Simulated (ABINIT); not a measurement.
# ZnS (Wurtzite-2H) (P6_3mc) in ABINIT: single point with PBEsol

Aim: the single point of ZnS (Wurtzite-2H) with PBEsol.

Program: ABINIT 10.8.3 (patched build). These are calculated values, not measurements. Logs are shortened: lines on timing, memory, paths and dates and some standing lists are left out, and cuts for length are marked. The log counts tension as positive stress, the text compression.

**Experimental background.**

A printed reference work, monograph reports, for a bulk crystal of ZnS at 4 K: band gap 3.911 eV (direct).

The results are compared with them further down.

### 1 The structure

It takes space group P6_3mc (No. 186, hexagonal). The conventional cell has a = 3.811 Å, b = 3.811 Å, c = 6.234 Å, α = 90.00°, β = 90.00°, γ = 120.00°. Zn (site symmetry 3m) has 4 S at 2.31 to 2.40 Å as nearest neighbours. Around S (site symmetry 3m) lie 4 Zn at 2.31 to 2.40 Å.

### 2 Single point, PBEsol

run.abi

```
# Pseudopotentials
pp_dirpath "./"
pseudos "Zn.upf, S.upf"

# Structure
acell 7.2017462609 7.2017462609 11.7805526609
rprim
     1.0000000000     0.0000000000     0.0000000000
    -0.5000000000     0.8660254038     0.0000000000
     0.0000000000     0.0000000000     1.0000000000
ntypat 2
znucl 30 16
natom 4
typat 1 1 2 2
xred
     0.6666666667     0.3333333333     0.5000000000
     0.3333333333     0.6666666667     0.0000000000
     0.6666666667     0.3333333333     0.8850000000
     0.3333333333     0.6666666667     0.3850000000

# Plane-wave basis
ecut 42.0

# k points
kptopt 1
ngkpt 6 6 4
nshiftk 1
shiftk 0.0 0.0 0.0

# Exchange and correlation
ixc -116133

# Bands and occupations
nband 32
occopt 3
tsmear 0.00183747

# SCF cycle
nstep 100
tolvrs 1.0e-10

# Output
iomode 3
prtwf 0
prteig 0
prtebands 0
enunit 1
prtvol 2
prtden 1
prtvha 1
prtvclmb 1
prtpot 1
prtelf 1
```

Potentials or basis: PseudoDojo NC SR PBEsol v0.4.1 standard.

On the command line:

```bash
$ abinit run.abi > log 2>&1
```

run.abo:

```text
.Version 10.8.3 of ABINIT
 Symmetries : space group P6_3 m c (#186); Bravais hP (primitive hexag.)
================================================================================
 Values of the parameters that define the memory need of the present run
     intxc =       0    ionmov =       0      iscf =       7    lmnmax =       6
     lnmax =       6     mgfft =      72  mpssoang =       3    mqgrid =    3437
     natom =       4  nloc_mem =       1    nspden =       1   nspinor =       1
    nsppol =       1      nsym =      12    n1xccc =    2501    ntypat =       2
    occopt =       3   xclevel =       2
       mpw =        6922          nfft =      145800          nkpt =          21
================================================================================
================================================================================

--------------------------------------------------------------------------------
------------- Echo of variables that govern the present computation ------------
--------------------------------------------------------------------------------
 -outvars: echo values of preprocessed input variables --------
            acell      7.2017462609E+00  7.2017462609E+00  1.1780552661E+01 Bohr
              amu      6.53900000E+01  3.20660000E+01
             ecut      4.20000000E+01 Hartree
           enunit           1
              ixc     -116133
         kptrlatt        6    0    0      0    6    0      0    0    4
          kptrlen      4.32104776E+01
            natom           4
            nband          32
            ngfft          45      45      72
             nkpt          21
            nstep         100
             nsym          12
           ntypat           2
           occopt           3
        prtebands           0
           prteig           0
           prtelf           1
           prtpot           1
         prtvclmb           1
           prtvha           1
           prtvol           2
            prtwf           0
            rprim      1.0000000000E+00  0.0000000000E+00  0.0000000000E+00
                      -5.0000000000E-01  8.6602540380E-01  0.0000000000E+00
                       0.0000000000E+00  0.0000000000E+00  1.0000000000E+00
          spgroup         186
           tolvrs      1.00000000E-10
           tsmear      1.83747000E-03 Hartree
            typat      1  1  2  2
           xangst      1.9054999987E+00  1.1001409372E+00  3.1169999979E+00
                      -2.8207066293E-16  2.2002818744E+00  0.0000000000E+00
                       1.9054999987E+00  1.1001409372E+00  5.5170899962E+00
                      -2.8207066293E-16  2.2002818744E+00  2.4000899984E+00
            xcart      3.6008731305E+00  2.0789650712E+00  5.8902763304E+00
                      -5.3303630109E-16  4.1579301424E+00  0.0000000000E+00
                       3.6008731305E+00  2.0789650712E+00  1.0425789105E+01
                      -5.3303630109E-16  4.1579301424E+00  4.5355127744E+00
             xred      6.6666666667E-01  3.3333333333E-01  5.0000000000E-01
                       3.3333333333E-01  6.6666666667E-01  0.0000000000E+00
                       6.6666666667E-01  3.3333333333E-01  8.8500000000E-01
                       3.3333333333E-01  6.6666666667E-01  3.8500000000E-01
            znucl       30.00000   16.00000

================================================================================

 chkinp: Checking input parameters for consistency.

================================================================================
== DATASET  1 ==================================================================

--- !DatasetInfo
iteration_state: {dtset: 1, }
dimensions: {natom: 4, nkpt: 21, mband: 32, nsppol: 1, nspinor: 1, nspden: 1, mpw: 6922, }
cutoff_energies: {ecut:  42.0, pawecutdg:  -1.0, }
electrons: {nelect:   5.20000000E+01, charge:   0.00000000E+00, occopt:   3.00000000E+00, tsmear:   1.83747000E-03, }
meta: {optdriver: 0, ionmov: 0, optcell: 0, iscf: 7, paral_kgb: 0, }
...

[... 217 lines left out ...]
 reduced coordinates (array xred) for    4 atoms
       0.666666666667      0.333333333333      0.500000000000
       0.333333333333      0.666666666667      0.000000000000
       0.666666666667      0.333333333333      0.885000000000
       0.333333333333      0.666666666667      0.385000000000
 rms dE/dt=  4.0648E-02; max dE/dt=  7.0405E-02; dE/dt below (all hartree)
    1       0.000000000000      0.000000000000     -0.070404752710
    2       0.000000000000      0.000000000000     -0.070404752710
    3       0.000000000000      0.000000000000      0.070405264102
    4      -0.000000000000      0.000000000000      0.070405264102

 cartesian coordinates (angstrom) at end:
    1      1.90549999869437     1.10014093720679     3.11699999788088
    2     -0.00000000000000     2.20028187441359     0.00000000000000
    3      1.90549999869437     1.10014093720679     5.51708999624916
    4     -0.00000000000000     2.20028187441359     2.40008999836828

 cartesian forces (hartree/bohr) at end:
    1     -0.00000000000000    -0.00000000000000     0.00597637567885
    2     -0.00000000000000    -0.00000000000000     0.00597637567885
    3     -0.00000000000000    -0.00000000000000    -0.00597637567885
    4      0.00000000000000     0.00000000000000    -0.00597637567885
 frms,max,avg= 3.4504621E-03 5.9763757E-03   0.000E+00  0.000E+00 -2.170E-08 h/b

 cartesian forces (eV/Angstrom) at end:
    1     -0.00000000000000    -0.00000000000000     0.30731759363003
    2     -0.00000000000000    -0.00000000000000     0.30731759363003
    3     -0.00000000000000    -0.00000000000000    -0.30731759363003
    4      0.00000000000000     0.00000000000000    -0.30731759363003
 frms,max,avg= 1.7742990E-01 3.0731759E-01   0.000E+00  0.000E+00 -1.116E-06 e/A
 length scales=  7.201746260900  7.201746260900 11.780552660900 bohr
              =  3.810999997389  3.810999997389  6.233999995762 angstroms
 Fermi (or HOMO) energy (eV) =   4.74871   Average Vxc (eV)= -10.11937
 Eigenvalues (   eV  ) for nkpt=  21  k points:
 kpt#   1, nband= 32, wtk=  0.00694, kpt=  0.0000  0.0000  0.0000 (reduced coord)
-120.94368 -120.94367  -75.26586  -75.26586  -75.26582  -75.26582  -75.26224  -75.26206
  -9.53740   -8.59699   -2.73765   -2.73765   -2.67519   -2.67519   -2.65602   -2.25536
  -2.25536   -2.17280   -2.17280   -2.01405   -1.55746    2.79750    2.79750    3.65394
   3.65394    3.66847    5.77933    6.54605    9.85019    9.85019   10.15743   11.17173
 kpt#   2, nband= 32, wtk=  0.04167, kpt=  0.1667  0.0000  0.0000 (reduced coord)
-120.94368 -120.94367  -75.26589  -75.26587  -75.26586  -75.26583  -75.26223  -75.26207
  -9.34933   -8.49129   -2.75078   -2.69455   -2.66152   -2.61891   -2.61121   -2.28173
  -2.25765   -2.25756   -2.16585   -1.93951   -1.30182    1.51909    2.29613    2.38239
   3.40016    3.43037    6.94286    7.53843    9.35780   10.33207   10.39538   11.15414
 kpt#   3, nband= 32, wtk=  0.04167, kpt=  0.3333  0.0000  0.0000 (reduced coord)
-120.94368 -120.94367  -75.26596  -75.26594  -75.26589  -75.26585  -75.26219  -75.26209
  -8.89703   -8.29973   -2.73146   -2.62115   -2.61094   -2.49769   -2.47627   -2.32785
  -2.27227   -2.23485   -2.15168   -1.87039   -0.98102    0.06671    0.59106    1.69619
   2.70663    2.90757    7.37304    7.77995    9.18340   10.33062   10.77036   11.98894
 kpt#   4, nband= 32, wtk=  0.02083, kpt=  0.5000  0.0000  0.0000 (reduced coord)
-120.94367 -120.94367  -75.26600  -75.26598  -75.26590  -75.26586  -75.26217  -75.26211
[... 73 lines left out ...]
 kpt#  19, nband= 32, wtk=  0.04167, kpt=  0.1667  0.1667  0.5000 (reduced coord)
-120.94367 -120.94367  -75.26593  -75.26593  -75.26587  -75.26587  -75.26214  -75.26214
  -8.69733   -8.69733   -2.70704   -2.70704   -2.60285   -2.60285   -2.53575   -2.53575
  -2.20818   -2.20818   -2.16902   -2.16902    0.07025    0.07025    1.95228    1.95228
   2.15919    2.15919    8.32905    8.32905    9.33950    9.33950   10.52490   10.52490
 kpt#  20, nband= 32, wtk=  0.08333, kpt=  0.3333  0.1667  0.5000 (reduced coord)
-120.94367 -120.94367  -75.26597  -75.26597  -75.26590  -75.26590  -75.26214  -75.26214
  -8.41518   -8.41518   -2.64529   -2.64529   -2.51781   -2.51781   -2.43017   -2.43017
  -2.21033   -2.21033   -2.03467   -2.03467   -0.96585   -0.96585    1.25116    1.25116
   2.27546    2.27546    7.85646    7.85646    9.40723    9.40723   11.12758   11.12758
 kpt#  21, nband= 32, wtk=  0.01389, kpt=  0.3333  0.3333  0.5000 (reduced coord)
-120.94367 -120.94367  -75.26596  -75.26596  -75.26594  -75.26594  -75.26214  -75.26214
  -8.31837   -8.31837   -2.54821   -2.54821   -2.53825   -2.53825   -2.34291   -2.34291
  -2.27103   -2.27103   -1.88271   -1.88271   -1.15439   -1.15439    0.50562    0.50562
   2.40273    2.40273    8.09205    8.09205    9.98712    9.98712   10.89107   10.89107
 Total charge density [el/Bohr^3]
)     Maximum=    4.4003E+00  at reduced coord.    0.6889    0.3556    0.5417
)Next maximum=    4.4003E+00  at reduced coord.    0.6667    0.3556    0.5417
)     Minimum=    1.4243E-03  at reduced coord.    0.3333    0.6667    0.3889
)Next minimum=    1.4243E-03  at reduced coord.    0.6667    0.3333    0.8889
   Integrated=    5.2000E+01

--- !EnergyTerms
iteration_state     : {dtset: 1, }
comment             : Components of total free energy in Hartree
kinetic             :  1.92404188031809E+02
hartree             :  1.84263615113553E+02
xc                  : -5.08253365592034E+01
Ewald energy        : -2.14807532424923E+02
psp_core            :  6.93642577626796E+00
local_psp           : -4.64958791982006E+02
non_local_psp       : -9.29985268231370E+01
internal            : -4.39985958867640E+02
'-kT*entropy'       : -1.28875987054239E-12
total_energy        : -4.39985958867641E+02
total_energy_eV     : -1.19726278695557E+04
band_energy         : -5.34676055351270E+01
...

 Cartesian components of stress tensor (hartree/bohr^3)
  sigma(1 1)=  2.42945207E-05  sigma(3 2)=  0.00000000E+00
  sigma(2 2)=  2.42945203E-05  sigma(3 1)=  0.00000000E+00
  sigma(3 3)=  8.73318280E-05  sigma(2 1)=  0.00000000E+00

-Cartesian components of stress tensor (GPa)         [Pressure= -1.3330E+00 GPa]
- sigma(1 1)=  7.14769478E-01  sigma(3 2)=  0.00000000E+00
- sigma(2 2)=  7.14769464E-01  sigma(3 1)=  0.00000000E+00
- sigma(3 3)=  2.56939109E+00  sigma(2 1)=  0.00000000E+00

== END DATASET(S) ==============================================================
================================================================================

 -outvars: echo values of variables after computation  --------
            acell      7.2017462609E+00  7.2017462609E+00  1.1780552661E+01 Bohr
           etotal     -4.3998595887E+02
            fcart     -0.0000000000E+00 -0.0000000000E+00  5.9763756788E-03
                      -0.0000000000E+00 -0.0000000000E+00  5.9763756788E-03
                      -5.9822051499E-28 -3.4538277536E-28 -5.9763756788E-03
                       5.9822051499E-28  3.4538277536E-28 -5.9763756788E-03
            rprim      1.0000000000E+00  0.0000000000E+00  0.0000000000E+00
                      -5.0000000000E-01  8.6602540380E-01  0.0000000000E+00
                       0.0000000000E+00  0.0000000000E+00  1.0000000000E+00
           strten      2.4294520742E-05  2.4294520270E-05  8.7331827985E-05
                       0.0000000000E+00  0.0000000000E+00  0.0000000000E+00
           xangst      1.9054999987E+00  1.1001409372E+00  3.1169999979E+00
                      -2.8207066293E-16  2.2002818744E+00  0.0000000000E+00
                       1.9054999987E+00  1.1001409372E+00  5.5170899962E+00
                      -2.8207066293E-16  2.2002818744E+00  2.4000899984E+00
             xred      6.6666666667E-01  3.3333333333E-01  5.0000000000E-01
                       3.3333333333E-01  6.6666666667E-01  0.0000000000E+00
                       6.6666666667E-01  3.3333333333E-01  8.8500000000E-01
                       3.3333333333E-01  6.6666666667E-01  3.8500000000E-01
 Calculation completed.
```

Wall time 4.1 min (1 thread of Intel Xeon Platinum 8488C (Sapphire Rapids), shared host); peak memory 0.16 GiB.

Results:

| Quantity | Value |
| --- | --- |
| Free energy | -11972.6279 eV |
| Pressure | -1.3 GPa |
| Largest force | 0.307 eV/Å |
| Band gap on the k mesh | 2.11 eV, direct |
| Valence electrons inside the program's atomic spheres | Zn 18.12; S 3.93 |

Forces on the atoms (eV/Å):
```
Zn   0.000  0.000  0.307
Zn   0.000  0.000  0.307
S    0.000  0.000 -0.307
S    0.000  0.000 -0.307
```

Stress tensor (GPa, compression positive):
```
-0.71  0.00  0.00
 0.00 -0.71  0.00
 0.00  0.00 -2.57
```

### 3 Against experiment

Step 2. Measured gap of ZnS: 3.911 eV (direct; 4 K; a printed reference work, monograph). This calculation gives 2.11 eV (-1.80 eV). The value is that of PBEsol, without temperature or zero-point motion. Semilocal functionals fall short of measured gaps as a rule.
